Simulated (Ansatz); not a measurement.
Set up this calculation in Ansatz 0.2.0, as the native input.

```yaml
Task: band structure
Functional: PBEsol
Potentials_or_basis: Ansatz PAW
Cutoff: "420 eV (not typed: the program's choice for these potentials)"
k_mesh: 8 × 8 × 8
Occupations: fermi-dirac, width 0.05 eV
Spin: no spin polarisation
Path: "[[\"G\", \"X\", \"W\", \"K\", \"G\", \"L\", \"U\", \"W\", \"L\", \"K\"], [\"U\", \"X\"]]"
Points_for_each_segment_of_the_path: 14
```

Crystal: MgSe.

```xyz
2
Lattice="0.0000 2.7255 2.7255 2.7255 0.0000 2.7255 2.7255 2.7255 0.0000" Properties=species:S:1:pos:R:3 pbc="T T T"
Se    2.7255    2.7255    2.7255
Mg    0.0000    0.0000    0.0000
```

These files were run (other wordings do the same):

input.yaml

```yaml
crystal:
  lattice:
    - [0.0, 2.7255, 2.7255]
    - [2.7255, 0.0, 2.7255]
    - [2.7255, 2.7255, 0.0]
  atoms:
    - { symbol: Se, position: [0.5, 0.5, 0.5] }
    - { symbol: Mg, position: [0.0, 0.0, 0.0] }
hamiltonian:
  xc: pbesol
  pseudopotentials: { kind: paw }
kpoints:
  mp_grid: { grid: [8, 8, 8] }
  band_path:
    path:
      - [[0.0, 0.0, 0.0], [0.5, 0.0, 0.5], [0.5, 0.25, 0.75], [0.375, 0.375, 0.75], [0.0, 0.0, 0.0], [0.5, 0.5, 0.5], [0.625, 0.25, 0.625], [0.5, 0.25, 0.75], [0.5, 0.5, 0.5], [0.375, 0.375, 0.75]]
      - [[0.625, 0.25, 0.625], [0.5, 0.0, 0.5]]
    npoints: 14
scf:
  occupations: { method: fermi_dirac, width: 0.05 }
  n_extra_bands: 6
output:
  forces: true
  stress: true
  eigenvalues: true
  fatbands: false
  write_density: true
  write_potential: true
  elf: true
  volumetric_format: npy
```

Potentials or basis: Ansatz PAW.

Launch:

```bash
$ ansatz run input.yaml --threads 2 --pin off --max-ram 5632MiB --backend cpu --events-out ev --progress --plain --runs-dir out
```

It gave:

```json
{"Pressure": "0.0 GPa", "Band gap on the k mesh": "1.77 eV, indirect (least direct gap 2.50 eV)", "Band gap along the path": "1.77 eV, indirect (least direct gap 2.50 eV)"}
```

Caveat: the PAW data sets come from PBE, with cores solved anew for the run's functional, which leaves a small shift of forces and pressure.

It took 2.1 s on 2 threads of Arm Neoverse V1, on a shared host, peak memory 0.27 GiB.
